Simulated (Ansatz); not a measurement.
# Ti3Al (P1) in Ansatz: convergence with scf convergence dr2 threshold

Aim: find how far scf convergence dr2 threshold must go before the results for Ti3Al settle, at r2SCAN. This setting moves, with any that are tied to it; all else stays.

Program: Ansatz 0.2.0. These are calculated values, not measurements. Logs are shortened: lines on timing, memory, paths and dates and some standing lists are left out, and cuts for length are marked.

## 1. The cell of the first run

The typed cell holds 4 atoms: a = 2.928 Å, b = 2.928 Å, c = 9.226 Å, α = 90.00°, β = 90.00°, γ = 120.00°.

The cell comes from a database or a generator and needn't be the stable form of this composition.

The cell isn't the ideal one: atoms moved at random, drawn with an rms of 0.05 Å.

## 2. With scf convergence dr2 threshold 0.01

Input file input.yaml:

```yaml
crystal:
  lattice:
    - [2.9275422229, 0.0, 0.0]
    - [-1.4637711114, 2.5353259357, 0.0]
    - [0.0, 0.0, 9.226362]
  atoms:
    - { symbol: Ti, position: [0.352219, 0.680574, 0.254827] }
    - { symbol: Ti, position: [0.347914, 0.691396, 0.746302] }
    - { symbol: Ti, position: [0.652088, 0.341893, 0.000353] }
    - { symbol: Al, position: [0.6604, 0.321528, 0.501108] }
hamiltonian:
  xc: r2scan
  pseudopotentials: { kind: paw }
kpoints:
  mp_grid: { grid: [8, 8, 2] }
scf:
  occupations: { method: cold, width: 0.1 }
  convergence: { dr2_threshold: 0.01 }
output:
  forces: true
  stress: true
  eigenvalues: true
```

Potentials or basis: Ansatz PAW.

Run with:

```
> ansatz run input.yaml --threads 2 --pin off --max-ram 5632MiB --backend cpu --events-out ev --progress --plain --runs-dir out
```

It took 3.4 s on 2 threads of AMD EPYC 9R45 (Zen 5), shared host; peak memory 0.58 GiB.

What came out:

| Quantity | Value |
| --- | --- |
| Free energy | -8054.0281 eV |
| Pressure | -0.6 GPa |
| Largest force | 0.400 eV/Å |
| Band gap on the k mesh | none (metal or under the smearing width) |

## 3. With scf convergence dr2 threshold 0.001

Edit input.yaml of step 2 so:

```diff
@@ -17,3 +17,3 @@
   occupations: { method: cold, width: 0.1 }
-  convergence: { dr2_threshold: 0.01 }
+  convergence: { dr2_threshold: 0.001 }
 output:
```

Potentials or basis: Ansatz PAW.

Run with:

```
> ansatz run input.yaml --threads 2 --pin off --max-ram 5632MiB --backend cpu --events-out ev --progress --plain --runs-dir out
```

Wall time 3.6 s (2 threads of AMD EPYC 9R45 (Zen 5), shared host); peak memory 0.58 GiB.

What came out:

| Quantity | Value |
| --- | --- |
| Free energy | -8054.0297 eV |
| Pressure | -0.7 GPa |
| Largest force | 0.392 eV/Å |
| Band gap on the k mesh | none (metal or under the smearing width) |

## 4. With scf convergence dr2 threshold 0.0001

Edit input.yaml of step 3 so:

```diff
@@ -17,3 +17,3 @@
   occupations: { method: cold, width: 0.1 }
-  convergence: { dr2_threshold: 0.001 }
+  convergence: { dr2_threshold: 0.0001 }
 output:
```

Run with:

```
> ansatz run input.yaml --threads 2 --pin off --max-ram 5632MiB --backend cpu --events-out ev --progress --plain --runs-dir out
```

Wall time 4.5 s (2 threads of AMD EPYC 9R45 (Zen 5), shared host); peak memory 0.59 GiB.

What came out:

| Item | Value |
| --- | --- |
| Free energy | -8054.0298 eV |
| Pressure | -0.7 GPa |
| Largest force | 0.388 eV/Å |
| Band gap on the k mesh | none (metal or under the smearing width) |

## 5. With scf convergence dr2 threshold 1e-05

Edit input.yaml of step 4 so:

```diff
@@ -17,3 +17,3 @@
   occupations: { method: cold, width: 0.1 }
-  convergence: { dr2_threshold: 0.0001 }
+  convergence: { dr2_threshold: 1.0e-05 }
 output:
```

Run with:

```
> ansatz run input.yaml --threads 2 --pin off --max-ram 5632MiB --backend cpu --events-out ev --progress --plain --runs-dir out
```

It took 3.8 s on 2 threads of AMD EPYC 9R45 (Zen 5), shared host; peak memory 0.59 GiB.

Results:

- Free energy: -8054.0299 eV
- Pressure: -0.7 GPa
- Largest force: 0.388 eV/Å
- Band gap on the k mesh: none (metal or under the smearing width)

## 6. With scf convergence dr2 threshold 1e-06

Edit input.yaml of step 5 so:

```diff
@@ -17,3 +17,3 @@
   occupations: { method: cold, width: 0.1 }
-  convergence: { dr2_threshold: 1.0e-05 }
+  convergence: { dr2_threshold: 1.0e-06 }
 output:
```

Potentials or basis: Ansatz PAW.

Run with:

```
> ansatz run input.yaml --threads 2 --pin off --max-ram 5632MiB --backend cpu --events-out ev --progress --plain --runs-dir out
```

Wall time 4.1 s (2 threads of AMD EPYC 9R45 (Zen 5), shared host); peak memory 0.58 GiB.

It converged, with:

* Free energy: -8054.0299 eV
* Pressure: -0.7 GPa
* Largest force: 0.388 eV/Å
* Band gap on the k mesh: none (metal or under the smearing width)

## 7. With scf convergence dr2 threshold 1e-07

Edit input.yaml of step 6 so:

```diff
@@ -17,3 +17,3 @@
   occupations: { method: cold, width: 0.1 }
-  convergence: { dr2_threshold: 1.0e-06 }
+  convergence: { dr2_threshold: 1.0e-07 }
 output:
```

Run with:

```
> ansatz run input.yaml --threads 2 --pin off --max-ram 5632MiB --backend cpu --events-out ev --progress --plain --runs-dir out
```

Wall time 4 s (2 threads of AMD EPYC 9R45 (Zen 5), shared host); peak memory 0.59 GiB.

Results (log left out):

```yaml
Free_energy: -8054.0299 eV
Pressure: -0.7 GPa
Largest_force: 0.388 eV/Å
Band_gap_on_the_k_mesh: none (metal or under the smearing width)
```

## 8. With scf convergence dr2 threshold 1e-09

Edit input.yaml of step 7 so:

```diff
@@ -17,3 +17,3 @@
   occupations: { method: cold, width: 0.1 }
-  convergence: { dr2_threshold: 1.0e-07 }
+  convergence: { dr2_threshold: 1.0e-09 }
 output:
```

Run with:

```
> ansatz run input.yaml --threads 2 --pin off --max-ram 5632MiB --backend cpu --events-out ev --progress --plain --runs-dir out
```

Run time: 4.4 s. Hardware: 2 threads of AMD EPYC 9R45 (Zen 5), shared host; peak memory 0.59 GiB.

The run converged. Its results:

| Item | Value |
| --- | --- |
| Free energy | -8054.0299 eV |
| Pressure | -0.7 GPa |
| Largest force | 0.388 eV/Å |
| Band gap on the k mesh | none (metal or under the smearing width) |

## 9. With scf convergence dr2 threshold 1e-11

Edit input.yaml of step 8 so:

```diff
@@ -17,3 +17,3 @@
   occupations: { method: cold, width: 0.1 }
-  convergence: { dr2_threshold: 1.0e-09 }
+  convergence: { dr2_threshold: 1.0e-11 }
 output:
```

Potentials or basis: Ansatz PAW.

Run with:

```
> ansatz run input.yaml --threads 2 --pin off --max-ram 5632MiB --backend cpu --events-out ev --progress --plain --runs-dir out
```

Output:

```text
Warning: RAYON_NUM_THREADS=2 ignored (pool sized by the plan → 2); use --threads N
Engine: ansatz 0.2.0, x86_64-unknown-linux-gnu
Pseudopotentials: kind: paw
Pseudopotential: Ti, paw, valence charge 12, recommended cutoff 500 eV (meta_gga), Ti.paw.azcp
Pseudopotential: Al, paw, valence charge 3, recommended cutoff 500 eV (meta_gga), Al.paw.azcp
Functional definition: r2SCAN
  parameter k0 = 0.174
  parameter k1 = 0.065
  parameter a1 = 4.9479
  exchange = r2scan_x(k0 = k0, k1 = k1, a1 = a1)
  correlation = r2scan_c
Crystal: 4 atoms, lattice volume = 68.481 Å³
Basis set: ecut = 500 eV, 1761 PW (Γ), exchange–correlation on 96×96×288 points (64 copies of the dense FFT grid, shifted against one another)
Bands: 24, of which v1, the nominal top of the filled ones, is band 20 counted from 1 (19 counted from 0)
Symmetry: 1 space group operations
Space group: P1 (ITA 1), of the structure as read, at distance tolerance 4.1e-5 Å
k-points: 68 of 128 (time reversal used)
Non-local potential: Ti, projectors of the file, l = 0: 3, l = 1: 2, l = 2: 3, l = 3: 1
Non-local potential: Al, projectors of the file, l = 0: 2, l = 1: 2, l = 2: 1
PAW form: soft (Blöchl's): semilocal exchange-correlation on the pseudo side does not see the compensation charge
PAW frozen core: Ti, regenerated for the run's functional (the file was generated under x = pbe(κ = 0.804, μ = 0.2195149727645171), c = pbe(β = 0.06672455060314922))
PAW frozen core: Al, regenerated for the run's functional (the file was generated under x = pbe(κ = 0.804, μ = 0.2195149727645171), c = pbe(β = 0.06672455060314922))
PAW one-centre angular grid: Ti, 590 points (default); XC on 160 Gauss nodes
PAW one-centre angular grid: Al, 302 points (default); XC on 160 Gauss nodes
Initial density: superposition of atomic densities (neutral atoms: chi_scale 0, normalization atom), corrected by the library's trained network
Initial wavefunctions: pseudopotential atomic-orbital guess
Functional: x = r2scan, c = r2scan; τ floored in thin density (d = 2e-4 eV/Å³)
SCF iter   1: F=—  HF=-8053.987285 eV  |F-HF|=—  |Δ(HF+E_count)|=         —  Δρ=1.74e-2  dr2=3.41e-1  dr2_τ=2.83e-2  ethr=1.77e-3  ⟨swp⟩=5.3  Hψ=7040  notcnv=0
preconditioner: auto → Kerker (q_TF=auto, 2.484 Å⁻¹)  [metal: Δε(μ)=0.008 eV  Ē_g=3.238 eV  σ=0.100 eV  W_gap=0.06  n_scr=12 (ndim 8)  ℏωp=17.4 eV  f_vac=0.000  D(μ)=4.27/eV (n_scr^D=50)]
SCF iter   2: F=—  HF=-8054.028596 eV  |F-HF|=—  |Δ(HF+E_count)|=   4.13e-2  S|Δr|=    0.00e0  Δρ=5.90e-3  dr2=2.80e-2  dr2_τ=2.86e-3  ethr=8.75e-4  ⟨swp⟩=3.1  Hψ=3637  notcnv=0  defer=11
SCF iter   3: F=—  HF=-8054.029786 eV  |F-HF|=—  |Δ(HF+E_count)|=   1.19e-3  S|Δr|=    0.00e0  Δρ=4.78e-3  dr2=4.07e-2  dr2_τ=1.37e-3  ethr=7.19e-5  ⟨swp⟩=2.0  Hψ=2320  notcnv=0  defer=11
SCF iter   4: F=—  HF=-8054.029080 eV  |F-HF|=—  |Δ(HF+E_count)|=   7.06e-4  S|Δr|=    0.00e0  Δρ=2.11e-3  dr2=3.55e-3  dr2_τ=2.20e-4  ethr=7.19e-5  ⟨swp⟩=2.0  Hψ=2138  notcnv=0  defer=11
SCF iter   5: F=—  HF=-8054.029851 eV  |F-HF|=—  |Δ(HF+E_count)|=   7.72e-4  S|Δr|=    0.00e0  Δρ=5.85e-4  dr2=2.88e-4  dr2_τ=5.76e-6  ethr=9.10e-6  ⟨swp⟩=2.0  Hψ=1980  notcnv=0  defer=11
SCF iter   6: F=—  HF=-8054.029872 eV  |F-HF|=—  |Δ(HF+E_count)|=   2.05e-5  S|Δr|=    0.00e0  Δρ=1.84e-4  dr2=9.13e-5  dr2_τ=1.55e-6  ethr=7.39e-7  ⟨swp⟩=2.5  Hψ=2072  notcnv=0  defer=11
SCF iter   7: F=—  HF=-8054.029869 eV  |F-HF|=—  |Δ(HF+E_count)|=   2.64e-6  S|Δr|=    0.00e0  Δρ=9.39e-5  dr2=2.16e-5  dr2_τ=4.78e-7  ethr=2.34e-7  ⟨swp⟩=1.7  Hψ=1720  notcnv=0  defer=11
SCF iter   8: F=—  HF=-8054.029868 eV  |F-HF|=—  |Δ(HF+E_count)|=   1.75e-6  S|Δr|=    0.00e0  Δρ=3.07e-5  dr2=1.94e-6  dr2_τ=1.71e-8  ethr=5.55e-8  ⟨swp⟩=1.0  Hψ=1621  notcnv=0  defer=11
SCF iter   9: F=—  HF=-8054.029866 eV  |F-HF|=—  |Δ(HF+E_count)|=   1.50e-6  S|Δr|=    0.00e0  Δρ=6.51e-6  dr2=8.74e-8  dr2_τ=7.22e-10  ethr=4.98e-9  ⟨swp⟩=1.0  Hψ=1632  notcnv=0  defer=11
SCF iter  10: F=—  HF=-8054.029866 eV  |F-HF|=—  |Δ(HF+E_count)|=   3.20e-9  S|Δr|=    0.00e0  Δρ=8.85e-7  dr2=1.45e-9  dr2_τ=2.10e-11  ethr=2.24e-10  ⟨swp⟩=1.0  Hψ=1621  notcnv=0  defer=11
SCF iter  11: F=—  HF=-8054.029866 eV  |F-HF|=—  |Δ(HF+E_count)|=  5.46e-12  S|Δr|=    0.00e0  Δρ=2.45e-7  dr2=1.22e-10  dr2_τ=2.02e-12  ethr=3.72e-12  ⟨swp⟩=1.2  Hψ=1685  notcnv=0  defer=11
SCF iter  12: F=—  HF=-8054.029866 eV  |F-HF|=—  |Δ(HF+E_count)|=  8.19e-12  S|Δr|=    0.00e0  Δρ=1.64e-7  dr2=6.79e-11  dr2_τ=1.17e-12  ethr=1.00e-12  ⟨swp⟩=1.0  Hψ=1621  notcnv=0  defer=11
SCF iter  13: F=—  HF=-8054.029866 eV  |F-HF|=—  |Δ(HF+E_count)|=    0.00e0  S|Δr|=    0.00e0  Δρ=1.96e-7  dr2=7.37e-11  dr2_τ=1.89e-12  ethr=1.00e-12  ⟨swp⟩=1.1  Hψ=1625  notcnv=0  defer=11
SCF iter  14: F=-8054.029866 eV  HF=-8054.029866 eV  |F-HF|=5.46e-12  |Δ(HF+E_count)|=  1.82e-12  S|Δr|=    0.00e0  Δρ=5.53e-8  dr2=5.26e-12  dr2_τ=2.65e-14  ethr=1.00e-12  ⟨swp⟩=3.9  Hψ=6337  notcnv=0
SCF 1 converged in 14 iterations: F = -8054.029866 eV  dr2 = 5.26e-12
SCF converged after 14 iterations
Stability not checked: this state was not tested for a lower state beside it, because cold or Methfessel-Paxton smearing, or corrected tetrahedra, fill the levels in a way that the test cannot read (fill_not_monotonic; see scf.lower_state_search)
Free energy (F): -8054.029866 eV
Harris-Foulkes:  -8054.029866 eV  (|F-HF|=5.46e-12)
Internal energy: -8054.027827 eV  (E = F + TS)
E sigma→0 (E₀):  -8054.029186 eV
Entropy (-TS):   -0.002040 eV (-0.510 meV/atom)
Fermi energy:    11.785138 eV
Step filling:    the computed levels leave a gap of 0.0103 eV = 0.1 smearing widths at the electron count; against every level under it full and every level over it empty, smearing changes F+E_penalty+E_count by +0.379 meV and its σ→0 estimate by +1.058 meV
--- Per-component energies (eV) ---
  E_band       = -542.573668
  E_kinetic    = 839.236000
  E_local      = -3395.563240  (includes V_loc(G=0)·N_el)
  E_nonlocal   = 31.177109
  E_hartree    = 1463.047364
  E_xc         = -315.225001
  E_vxc        = -429.054224  (∫ρ·V_xc dr)
  E_paw        = -3642.920416  (= ΣΔE_a)
  E_vpaw       = -542.959207  (= ΣTr[D̂ρ^β])
  E_aug_tail   = 0.000267  (compensation charges beyond the density's cutoff)
  E_vtau       = 28.494869  (kinetic-family band-sum trace: ∫τ·v_τ [+ j·A + Jᵃ·Aᵃ] dr)
  E_ewald      = -3032.959429
  E_core_change = -0.820479  (= ΣΔE_core)
  E_smearing   = -0.002040  (= −TS)
  E_closure    = 0.000000  (closes the sum)
  Σ components = -8054.029866   (vs F -8054.029866, Δ=0.00e0)
--- Forces (eV/Å), atoms counted from 1 ---
  atom   1  Ti    -0.12899062    -0.08283369    -0.30010692
  atom   2  Ti    -0.05084227    -0.17726428     0.34163606
  atom   3  Ti     0.13450058     0.04779735     0.01189000
  atom   4  Al     0.04531916     0.21229692    -0.05340967
  max |Σ_I F_I| component: 1.32e-5 eV/Å
--- Stress (GPa, compression-positive) ---
       -1.454993      -0.795737       0.078126
       -0.795737       0.118372      -0.140554
        0.078126      -0.140554      -0.752430
  P = ⅓ Tr σ = -0.6964 GPa (-6.964 kbar)
--- Band table (eV; the first three rows and the last of 68) ---
  k-point 0: bands = ["-47.3397", "-47.2630", "-47.2328", "-22.7894", "-22.5268", "-22.2844", "-22.2220", "-22.2176", "-22.1531", "-22.1489", "-22.1403", "-22.1265", "2.8390", "6.3853", "6.6135", "9.2305", "11.0118", "12.0710", "12.4497", "12.7634", "12.7853", "12.8672", "12.8934", "13.1290"]
  k-point 1: bands = ["-47.3397", "-47.2630", "-47.2327", "-22.7908", "-22.5236", "-22.2863", "-22.2220", "-22.2176", "-22.1531", "-22.1489", "-22.1402", "-22.1265", "2.8817", "5.6296", "8.1405", "8.4324", "10.8127", "12.0512", "12.5091", "12.7677", "12.7910", "12.8577", "12.8835", "13.1417"]
  k-point 2: bands = ["-47.3255", "-47.2517", "-47.2244", "-22.7641", "-22.5286", "-22.3088", "-22.2820", "-22.2399", "-22.2059", "-22.1990", "-22.1689", "-22.1500", "3.2170", "6.7853", "7.0263", "9.5899", "10.9610", "11.8287", "12.2880", "12.4468", "12.6697", "12.9702", "13.0674", "13.1094"]
  k-point 67: bands = ["-47.2353", "-47.1869", "-47.1803", "-22.7727", "-22.7339", "-22.6354", "-22.4763", "-22.3778", "-22.3575", "-22.3503", "-22.2634", "-22.2278", "8.1567", "8.1817", "9.3890", "9.6932", "10.2534", "10.5835", "10.8510", "11.6042", "12.5705", "12.8241", "12.9067", "13.8711"]
```

It took 5.1 s on 2 threads of AMD EPYC 9R45 (Zen 5), shared host; peak memory 0.59 GiB.

Results:

```
Free energy            : -8054.0299 eV
Pressure               : -0.7 GPa
Largest force          : 0.388 eV/Å
Band gap on the k mesh : none (metal or under the smearing width)
```

## 10. The series at a glance

```
scf convergence dr2 threshold  energy less the tightest run, at zero smearing (meV/atom)  pressure (GPa)  largest force (eV/Å)  SCF cycles  CPU time (s)  peak memory (GiB)
                         0.01                                                       0.47           -0.63                 0.400           4           6.7               0.58
                        0.001                                                       0.04           -0.68                 0.392           5             7               0.58
                       0.0001                                                       0.00           -0.70                 0.388           7           8.8               0.59
                        1e-05                                                       0.00           -0.70                 0.388           8           7.4               0.59
                        1e-06                                                       0.00           -0.70                 0.388           9             8               0.58
                        1e-07                                                       0.00           -0.70                 0.388           9           7.7               0.59
                        1e-09                                                       0.00           -0.70                 0.388          11           8.6               0.59
                        1e-11                                                       0.00           -0.70                 0.388          14            10               0.59
```

Against the tightest run, the energy stays within 1 meV/atom from 0.01 on; the pressure stays within 0.1 GPa from 0.01 on; the largest force stays within 0.005 eV/Å from 0.001 on. The tightest run that finished is the yardstick and may itself not be fully converged.

Caveats: the PAW data sets come from PBE, with cores solved anew for the run's functional, which leaves a small shift of forces and pressure.
